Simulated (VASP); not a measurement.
Input of a VASP 6.6.1 run:

File INCAR:

```
SYSTEM = Ag
PREC = Accurate
ENCUT = 600
EDIFF = 1E-6
ISMEAR = -1
SIGMA = 0.05
LREAL = .False.
LASPH = .True.
NELM = 60
ALGO = Normal
ISIF = 3
LWAVE = .False.
LCHARG = .False.
GGA = CA
IBRION = 2
NSW = 40
EDIFFG = -0.005
```

The input KPOINTS:

```
Automatic mesh
0
Gamma
  8 8 6
  0 0 0
```

Contents of POSCAR:

```
Ag
1.0
    2.9300000000      0.0000000000      0.0000000000
   -1.4650000000      2.5374544331      0.0000000000
    0.0000000000      0.0000000000      4.7900000000
Ag
2
Direct
    0.6666666667      0.3333333333      0.7500000000
    0.3333333333      0.6666666667      0.2500000000
```

Potentials or basis: VASP PAW LDA potentials, release 64 (Ag).

Command:

```console
$ cat potpaw_LDA.64/Ag/POTCAR > POTCAR
$ mpirun -np 1 vasp_std > vasp.out
```

**Question.** Estimate the band gap on the k mesh.

**Answer.** None (metal or under the smearing width).

**Question.** Predict the space group after relaxing (to 0.05 Å).

**Answer.** P6_3/mmc (No. 194).

The path:
| step | energy change (eV) | largest force (eV/Å) | pressure (GPa) | volume (Å³) |
| --- | --- | --- | --- | --- |
| 1 | 0.0000 | 0.0000 | -10.27 | 35.61 |
| 2 | -0.0532 | 0.0000 | 11.31 | 30.05 |
| 3 | -0.1235 | 0.0000 | -0.07 | 32.22 |
| 4 | -0.1235 | 0.0000 | 0.20 | 32.15 |
| 5 | -0.1240 | 0.0000 | 0.17 | 32.16 |
| 6 | -0.1241 | 0.0000 | 0.19 | 32.17 |
| 7 | -0.1241 | 0.0000 | 0.19 | 32.17 |
| 8 | -0.1241 | 0.0000 | -0.15 | 32.26 |
| 9 | -0.1241 | 0.0000 | -0.01 | 32.21 |

LDA usually gives volumes a few per cent too small. Zero-point motion and thermal expansion aren't in these numbers.
